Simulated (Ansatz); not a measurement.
# Rh/LiH/Pt under bias, part 5 of 5

Aim: the current through Rh/LiH/Pt at finite bias, with the potential solved under that bias. The lower electrode is Rh fcc(111), the upper one Pt fcc(111); the barrier is LiH rock salt(111) (Li and Li faces). In the first transport cell, after relaxation, the nearest pair of electrode and barrier is Rh–Li at 2.45 Å, along the normal, at the lower face and Pt–Li at 2.42 Å, along the normal, at the upper one. All share a net of side 2.708 Å, which strains the lower electrode by +0.0 %, the upper one by -3.5 % and the barrier by -4.5 %, against typed lattice constants near PBE's. The first steps treat the bulk electrodes alone.

Ansatz 0.2.0; PBE DFT, plane waves, PAW files (the session's first sound run).

So far, transmission at the Fermi level (a spin, zone mean): step 6 (the open system: T(E)) 0.00512.

**7. The same cell, other settings: scf.eigensolver.kind = "davidson"**

This step: PBE DFT, plane waves, PAW files; current against voltage, self-consistent between two reservoirs; changed: scf.eigensolver.kind = "davidson" (Ansatz 0.2.0).

System of this step: Rh/LiH/Pt. The cell holds 26 atoms: 11 Rh, 3 Li, 2 H and 10 Pt. Cell: a = 2.708 Å, b = 2.708 Å, c = 67.267 Å, α = 90.0°, β = 90.0°, γ = 120.0°. Regions: left electrode, 11 atoms (11 Rh); barrier, 5 atoms (3 Li and 2 H); right electrode, 10 atoms (10 Pt). Vacuum lies along c.

It is meant to test whether the numerical route changes the result or only the time. Where the input is shown as a difference, that is against the step before, not the twin.

input.yaml reads:

```yaml
crystal:
  lattice:
    - [2.708, 0.0, 0.0]
    - [-1.354, 2.3451967934, 0.0]
    - [0.0, 0.0, 67.2672502171]
  atoms:
    - { symbol: Rh, position: [0.66666667, 0.33333333, 0.1040625264] }
    - { symbol: Rh, position: [0.0, 0.0, 0.1369665775] }
    - { symbol: Rh, position: [0.33333333, 0.66666667, 0.1698706287] }
    - { symbol: Rh, position: [0.66666667, 0.33333333, 0.2027746798] }
    - { symbol: Rh, position: [0.0, 0.0, 0.235678731] }
    - { symbol: Rh, position: [0.33333333, 0.66666667, 0.2685827822] }
    - { symbol: Rh, position: [0.66666667, 0.33333333, 0.3014868333] }
    - { symbol: Rh, position: [0.0, 0.0, 0.3343908845] }
    - { symbol: Rh, position: [0.33333333, 0.66666667, 0.3672949356] }
    - { symbol: Rh, position: [0.66666667, 0.33333333, 0.4001989868] }
    - { symbol: Rh, position: [0.0, 0.0, 0.4328118079] }
    - { symbol: Li, position: [0.0, 0.0, 0.4692951818] }
    - { symbol: H, position: [0.33333333, 0.66666667, 0.4864800064] }
    - { symbol: Li, position: [0.66666667, 0.33333333, 0.5040061336] }
    - { symbol: H, position: [0.0, 0.0, 0.5215673971] }
    - { symbol: Li, position: [0.33333333, 0.66666667, 0.5386189989] }
    - { symbol: Pt, position: [0.33333333, 0.66666667, 0.5746347169] }
    - { symbol: Pt, position: [0.66666667, 0.33333333, 0.6110128517] }
    - { symbol: Pt, position: [0.0, 0.0, 0.6466284294] }
    - { symbol: Pt, position: [0.33333333, 0.66666667, 0.6822440072] }
    - { symbol: Pt, position: [0.66666667, 0.33333333, 0.7178595849] }
    - { symbol: Pt, position: [0.0, 0.0, 0.7534751627] }
    - { symbol: Pt, position: [0.33333333, 0.66666667, 0.7890907404] }
    - { symbol: Pt, position: [0.66666667, 0.33333333, 0.8247063181] }
    - { symbol: Pt, position: [0.0, 0.0, 0.8603218959] }
    - { symbol: Pt, position: [0.33333333, 0.66666667, 0.8959374736] }
kpoints:
  mp_grid: { grid: [12, 12, 1] }
scf:
  occupations: { method: fermi_dirac, width: 0.1 }
  max_iter: 150
  eigensolver: { kind: davidson }
hamiltonian:
  xc: pbe
output:
  current_voltage:
    bias: [0.2, 0.3, -0.2, -0.3]
    kmesh: [24, 24]
    leads: [[4, 5], [21, 22]]
    electrode_ends: [10, 16]
  write_potential: true
  write_density: true
  volumetric_format: npy
```

Run with:

```bash
$ ansatz run input.yaml --threads 4 --pin off --max-ram 16384MiB --backend cpu --events-out ev --progress --plain --runs-dir out
```

Numbers of over 12 decimals in the logs are rounded to 6 here.

The log of the run:

```text
[...]
Crystal: 26 atoms, lattice volume = 427.200 Å³
Basis set: ecut = 420 eV, 8439 PW (Γ)
Bands: 227, of which v1, the nominal top of the filled ones, is band 189 counted from 1 (188 counted from 0)
Symmetry: 6 space group operations
[...]
k-points: 19 of 144 (time reversal used)
[...]
SCF iter   1: F=—  HF=-196308.467405 eV  |F-HF|=—  |Δ(HF+E_count)|=         —  Δρ=1.73e-2  dr2=2.82e2  ethr=1.77e-3  ⟨swp⟩=8.1  Hψ=17340  notcnv=0
[...]
SCF iter  10: F=-196308.227647 eV  HF=-196308.227647 eV  |F-HF|=6.89e-8  |Δ(HF+E_count)|=   2.71e-9  Δρ=1.91e-6  dr2=7.35e-8  ethr=1.16e-10  ⟨swp⟩=3.9  Hψ=8382  notcnv=0  defer=2
SCF 1 converged in 10 iterations: F = -196308.227647 eV  dr2 = 7.35e-8
[...]
bias +0 V, iteration  1: dr2 3.10e-1 eV, mean Fermi level 15.4458 eV
bias +0 V, iteration  2: dr2 1.35e-2 eV, mean Fermi level 15.4381 eV
bias +0 V, iteration  3: dr2 2.00e-3 eV, mean Fermi level 15.4438 eV
bias +0 V, iteration  4: dr2 3.55e-4 eV, mean Fermi level 15.4454 eV
bias +0 V, iteration  5: dr2 1.33e-4 eV, mean Fermi level 15.4455 eV
bias +0 V, iteration  6: dr2 2.53e-5 eV, mean Fermi level 15.4458 eV
bias +0 V, iteration  7: dr2 4.98e-6 eV, mean Fermi level 15.4458 eV
bias +0 V, iteration  8: dr2 8.24e-7 eV, mean Fermi level 15.4458 eV
bias +0 V, iteration  9: dr2 1.44e-7 eV, mean Fermi level 15.4458 eV
bias +0 V, iteration 10: dr2 2.97e-8 eV, mean Fermi level 15.4458 eV
bias +0.2 V, iteration  1: dr2 2.99e2 eV, mean Fermi level 15.4408 eV
bias +0.2 V, iteration  2: dr2 2.56e1 eV, mean Fermi level 15.4449 eV
bias +0.2 V, iteration  3: dr2 2.22e-1 eV, mean Fermi level 15.4437 eV
bias +0.2 V, iteration  4: dr2 3.10e-3 eV, mean Fermi level 15.4440 eV
bias +0.2 V, iteration  5: dr2 1.27e-5 eV, mean Fermi level 15.4440 eV
bias +0.2 V, iteration  6: dr2 5.35e-6 eV, mean Fermi level 15.4439 eV
bias +0.2 V, iteration  7: dr2 1.77e-6 eV, mean Fermi level 15.4440 eV
bias +0.2 V, iteration  8: dr2 1.44e-7 eV, mean Fermi level 15.4440 eV
bias +0.2 V, iteration  9: dr2 1.48e-8 eV, mean Fermi level 15.4440 eV
bias +0.3 V, iteration  1: dr2 1.12e-4 eV, mean Fermi level 15.4430 eV
bias +0.3 V, iteration  2: dr2 3.69e-5 eV, mean Fermi level 15.4430 eV
bias +0.3 V, iteration  3: dr2 3.50e-6 eV, mean Fermi level 15.4430 eV
bias +0.3 V, iteration  4: dr2 6.35e-7 eV, mean Fermi level 15.4430 eV
bias +0.3 V, iteration  5: dr2 5.21e-8 eV, mean Fermi level 15.4429 eV
bias -0.2 V, iteration  1: dr2 2.13e-3 eV, mean Fermi level 15.4479 eV
bias -0.2 V, iteration  2: dr2 6.49e-4 eV, mean Fermi level 15.4471 eV
bias -0.2 V, iteration  3: dr2 7.22e-5 eV, mean Fermi level 15.4474 eV
bias -0.2 V, iteration  4: dr2 1.22e-5 eV, mean Fermi level 15.4475 eV
bias -0.2 V, iteration  5: dr2 8.80e-7 eV, mean Fermi level 15.4475 eV
bias -0.2 V, iteration  6: dr2 2.85e-6 eV, mean Fermi level 15.4475 eV
bias -0.2 V, iteration  7: dr2 4.98e-7 eV, mean Fermi level 15.4475 eV
bias -0.2 V, iteration  8: dr2 4.13e-7 eV, mean Fermi level 15.4475 eV
bias -0.2 V, iteration  9: dr2 7.76e-8 eV, mean Fermi level 15.4475 eV
bias -0.3 V, iteration  1: dr2 4.52e-5 eV, mean Fermi level 15.4484 eV
bias -0.3 V, iteration  2: dr2 2.21e-5 eV, mean Fermi level 15.4482 eV
bias -0.3 V, iteration  3: dr2 3.38e-6 eV, mean Fermi level 15.4482 eV
bias -0.3 V, iteration  4: dr2 4.56e-7 eV, mean Fermi level 15.4482 eV
bias -0.3 V, iteration  5: dr2 4.13e-8 eV, mean Fermi level 15.4482 eV
transmission: 302 of 2989 steps passed
transmission: 599 of 2989 steps passed
[...]
transmission: 2989 of 2989 steps passed
[...]
SCF converged after 10 iterations
Free energy (F): -196308.227647 eV
[...]
Internal energy: -196307.229365 eV  (E = F + TS)
E sigma→0 (E₀):  -196307.728506 eV
Entropy (-TS):   -0.998283 eV (-38.395 meV/atom)
Fermi energy:    15.441499 eV
[...]
--- Band table (eV; the first three rows and the last of 19) ---
  k-point 0: bands = [... 185 lower, 14.4737, 14.4737, 14.4853, 14.4853, 14.6053, 14.6053, 14.6649, 14.6649, ... 34 higher]
  k-point 1: bands = [... 185 lower, 14.4186, 14.4230, 14.4444, 14.5016, 14.5586, 14.5781, 14.5786, 14.6546, ... 34 higher]
  k-point 2: bands = [... 185 lower, 14.1747, 14.2980, 14.3544, 14.3688, 14.4234, 14.5840, 14.6083, 14.7582, ... 34 higher]
  k-point 18: bands = [... 185 lower, 15.4838, 15.5035, 15.5249, 15.6602, 15.6871, 15.7044, 15.8144, 15.8269, ... 34 higher]
--- Current–voltage curve ---
[...]
electrodes : end at 29.11 and 38.65 Å
  density    : 245 bands, filled at a thermal energy of 1.000e-1 eV; current at 300 K
[...]
-0.2    -8.8478e-8          -8.3421e-8           -8.8720e-8      8.9456e-10     -0.199          -9.76e-4           30.5   9
      -0.3    -1.2134e-7          -1.2314e-7           -1.2112e-7      8.1956e-10     -0.299          -1.50e-3           30.6   5
  At 0 V the conductance is 5.3798e-7 S, 8.4711e12 S/m².
```

Elapsed: 16 min, on 4 threads of Arm Neoverse V2, shared host; peak memory 3.3 GiB; 61 min of CPU time.

Numbers from this step:

```
free energy  : -196308.2276 eV
Fermi energy : 15.44 eV
```

Checks by voltage:

| bias (V) | current density (ampere/m²) | current on every other mesh point (ampere) | drop across the junction (V) | electrons moved | electrons in bound states | misfit, lower lead (eV) | misfit, upper lead (eV) | iterations |
| --- | --- | --- | --- | --- | --- | --- | --- | --- |
| -0.3 | -1.91e12 | -1.23e-7 | -0.2986 | -0.001497 | 3.32e-5 | 0.02905 | 0.0306 | 5 |
| -0.2 | -1.39e12 | -8.34e-8 | -0.199 | -9.76e-4 | 2.22e-5 | 0.02916 | 0.03052 | 9 |
| 0 | 0 | 0 | 0 | 0 | 0 | 0.02934 | 0.03036 | 10 |
| 0.2 | 1.71e12 | 1.24e-7 | 0.1994 | 8.98e-4 | 2.38e-5 | 0.02949 | 0.03043 | 9 |
| 0.3 | 2.65e12 | 2.00e-7 | 0.299 | 0.001318 | 3.54e-5 | 0.02954 | 0.03047 | 5 |

Cell area 6.351 Å^2. Current through one cell against bias:

| bias (V) | current through one cell (nA) |
| --- | --- |
| -0.300 | -121 |
| -0.200 | -88.5 |
| 0.000 | 0 |
| 0.200 | 109 |
| 0.300 | 168 |

Bias 0 V. Transmission and channels, zone mean against energy, zero at the mean Fermi level:

| energy (eV) | transmission | channels, left | channels, right |
| --- | --- | --- | --- |
| -0.259 | 0.00532 | 1.71 | 1.69 |
| -0.233 | 0.00598 | 1.68 | 1.61 |
| -0.207 | 0.00550 | 1.66 | 1.54 |
| -0.181 | 0.00592 | 1.72 | 1.51 |
| -0.155 | 0.00605 | 1.75 | 1.54 |
| -0.129 | 0.00587 | 1.75 | 1.52 |
| -0.103 | 0.00577 | 1.74 | 1.49 |
| -0.078 | 0.00587 | 1.76 | 1.41 |
| -0.052 | 0.00602 | 1.74 | 1.34 |
| -0.026 | 0.00574 | 1.72 | 1.25 |
| 0.000 | 0.00638 | 1.74 | 1.16 |
| 0.026 | 0.00833 | 1.76 | 1.14 |
| 0.052 | 0.00913 | 1.81 | 1.10 |
| 0.078 | 0.00782 | 1.79 | 1.09 |
| 0.103 | 0.00607 | 1.86 | 1.07 |
| 0.129 | 0.00537 | 1.90 | 1.07 |
| 0.155 | 0.00562 | 1.92 | 1.03 |
| 0.181 | 0.00567 | 1.89 | 1.01 |
| 0.207 | 0.00582 | 1.92 | 0.979 |
| 0.233 | 0.00623 | 1.89 | 0.865 |
| 0.259 | 0.00677 | 1.91 | 0.865 |

Bias 0.3 V. Table of transmission and channels, zone mean by energy, zero at the mean Fermi level:

| energy (eV) | transmission | channels, left | channels, right |
| --- | --- | --- | --- |
| -0.414 | 0.00574 | 1.65 | 1.71 |
| -0.388 | 0.0110 | 1.69 | 1.63 |
| -0.362 | 0.00408 | 1.75 | 1.58 |
| -0.336 | 0.00398 | 1.71 | 1.52 |
| -0.284 | 0.00598 | 1.75 | 1.53 |
| -0.259 | 0.00666 | 1.76 | 1.47 |
| -0.207 | 0.00446 | 1.76 | 1.32 |
| -0.181 | 0.00758 | 1.77 | 1.30 |
| -0.129 | 0.00436 | 1.69 | 1.16 |
| -0.103 | 0.00503 | 1.69 | 1.10 |
| -0.078 | 0.00767 | 1.68 | 1.11 |
| -0.052 | 0.00622 | 1.66 | 1.07 |
| -0.026 | 0.00501 | 1.71 | 1.05 |
| 0.000 | 0.00761 | 1.75 | 1.05 |
| 0.026 | 0.00885 | 1.75 | 1.01 |
| 0.052 | 0.00826 | 1.74 | 0.979 |
| 0.103 | 0.0120 | 1.75 | 0.865 |
| 0.129 | 0.00743 | 1.72 | 0.854 |
| 0.181 | 0.00811 | 1.76 | 0.875 |
| 0.207 | 0.00782 | 1.79 | 0.812 |
| 0.259 | 0.00674 | 1.85 | 0.776 |
| 0.284 | 0.00670 | 1.90 | 0.693 |
| 0.336 | 0.00698 | 1.88 | 0.594 |
| 0.362 | 0.00757 | 1.94 | 0.594 |
| 0.414 | 0.00925 | 1.91 | 0.604 |

Bias -0.3 V. Transmission and channels, zone mean against energy, zero at the mean Fermi level:

| energy (eV) | transmission | channels, left | channels, right |
| --- | --- | --- | --- |
| -0.414 | 0.00316 | 1.71 | 1.64 |
| -0.388 | 0.00321 | 1.71 | 1.71 |
| -0.362 | 0.00393 | 1.66 | 1.77 |
| -0.336 | 0.00605 | 1.72 | 1.75 |
| -0.310 | 0.00406 | 1.73 | 1.81 |
| -0.284 | 0.00382 | 1.77 | 1.80 |
| -0.259 | 0.00376 | 1.74 | 1.78 |
| -0.233 | 0.00429 | 1.74 | 1.75 |
| -0.207 | 0.00490 | 1.74 | 1.75 |
| -0.181 | 0.00456 | 1.72 | 1.78 |
| -0.155 | 0.00484 | 1.72 | 1.74 |
| -0.129 | 0.00615 | 1.76 | 1.76 |
| -0.103 | 0.00726 | 1.81 | 1.68 |
| -0.078 | 0.00704 | 1.79 | 1.60 |
| -0.052 | 0.00536 | 1.83 | 1.54 |
| -0.026 | 0.00424 | 1.85 | 1.51 |
| 0.000 | 0.00419 | 1.92 | 1.56 |
| 0.026 | 0.00417 | 1.89 | 1.53 |
| 0.052 | 0.00432 | 1.92 | 1.45 |
| 0.078 | 0.00474 | 1.89 | 1.38 |
| 0.103 | 0.00521 | 1.89 | 1.35 |
| 0.129 | 0.00508 | 1.90 | 1.25 |
| 0.155 | 0.00544 | 1.92 | 1.16 |
| 0.181 | 0.00588 | 1.95 | 1.15 |
| 0.207 | 0.00581 | 1.94 | 1.10 |
| 0.233 | 0.00632 | 1.96 | 1.09 |
| 0.259 | 0.00656 | 1.92 | 1.07 |
| 0.284 | 0.00694 | 1.91 | 1.08 |
| 0.310 | 0.00878 | 1.86 | 1.01 |
| 0.336 | 0.0103 | 1.84 | 0.990 |
| 0.362 | 0.00925 | 1.82 | 0.979 |
| 0.388 | 0.0108 | 1.77 | 0.865 |
| 0.414 | 0.00910 | 1.69 | 0.865 |

Table of Hartree potential energy less that at 0 V, planar mean by z:

| z (Å) | 0.2 V (eV) | 0.3 V (eV) | -0.2 V (eV) | -0.3 V (eV) |
| --- | --- | --- | --- | --- |
| 0.0 | -0.00149 | -0.00235 | 2.2e-4 | 3.3e-4 |
| 2.5 | 0.0450 | 0.0675 | -0.0464 | -0.0695 |
| 5.0 | 0.0892 | 0.134 | -0.0903 | -0.135 |
| 7.5 | 0.0980 | 0.147 | -0.0981 | -0.147 |
| 10.0 | 0.0981 | 0.147 | -0.0982 | -0.147 |
| 12.5 | 0.0980 | 0.147 | -0.0983 | -0.148 |
| 15.0 | 0.0980 | 0.147 | -0.0979 | -0.147 |
| 17.5 | 0.0976 | 0.146 | -0.0975 | -0.146 |
| 20.0 | 0.0979 | 0.147 | -0.0977 | -0.147 |
| 22.5 | 0.0980 | 0.147 | -0.0981 | -0.147 |
| 25.0 | 0.0979 | 0.147 | -0.0982 | -0.147 |
| 27.5 | 0.0977 | 0.146 | -0.0979 | -0.147 |
| 30.0 | 0.0975 | 0.146 | -0.0979 | -0.147 |
| 32.5 | 0.0385 | 0.0587 | -0.0356 | -0.0522 |
| 35.0 | -0.0197 | -0.0285 | 0.0231 | 0.0359 |
| 37.5 | -0.0978 | -0.147 | 0.0979 | 0.147 |
| 40.0 | -0.100 | -0.150 | 0.100 | 0.150 |
| 42.5 | -0.102 | -0.153 | 0.102 | 0.152 |
| 45.0 | -0.102 | -0.152 | 0.101 | 0.152 |
| 47.5 | -0.102 | -0.152 | 0.101 | 0.152 |
| 50.0 | -0.102 | -0.153 | 0.101 | 0.152 |
| 52.5 | -0.102 | -0.152 | 0.102 | 0.152 |
| 55.0 | -0.102 | -0.153 | 0.102 | 0.152 |
| 57.5 | -0.102 | -0.153 | 0.102 | 0.152 |
| 60.0 | -0.102 | -0.152 | 0.102 | 0.152 |
| 62.5 | -0.0885 | -0.133 | 0.0880 | 0.132 |
| 65.0 | -0.0436 | -0.0655 | 0.0425 | 0.0638 |

The zero-bias conductance is 8.5e12 S/m² against 8.5e12 S/m² in the twin: no change within 1 %.

**8. Results**

```json
{"conductance at zero bias": "8.5e12 S/m²", "current density at -0.3 V": "-1.9e12 A/m²", "current density at -0.2 V": "-1.4e12 A/m²", "current density at +0.2 V": "1.7e12 A/m²", "current density at +0.3 V": "2.7e12 A/m²"}
```

**Reading.** At 0.3 V the junction carries 2.7e12 A/m². Against the linear law (zero-bias conductance times bias) the currents are 0.75 (-0.3 V), 0.82 (-0.2 V), 1.0 (+0.2 V) and 1.0 (+0.3 V) times as large. At the Fermi level the layers of the barrier in the wide-window run (5 planes) hold from 0.0041 to 0.054 states an eV and atom. The forward current is 1.2 times the reverse one at ±0.2 V and 1.4 times the reverse one at ±0.3 V. On every other mesh point the current differs by up to 19 %, and the leads' misfit reaches 31 meV; ratios near 1 within such errors aren't resolved. Between 100 and 100 % of the bias drops across the junction. No spin-orbit coupling, phonons, disorder or image charges enter; the interfaces are ordered, one cell wide and lattice-matched by strain. Semilocal gaps are too small, which can bring a band edge of the barrier nearer to the Fermi level than it is.

[Logs are printed without paths, hosts, clocks, repeated set-up lines and the standing remarks that a program may print on its own settings, such as how far it seeks lower states.]

[Hosts, paths, dates, database ids (printed as entryN), source tags and the programs' standing remarks are cut or masked in the printed files.]
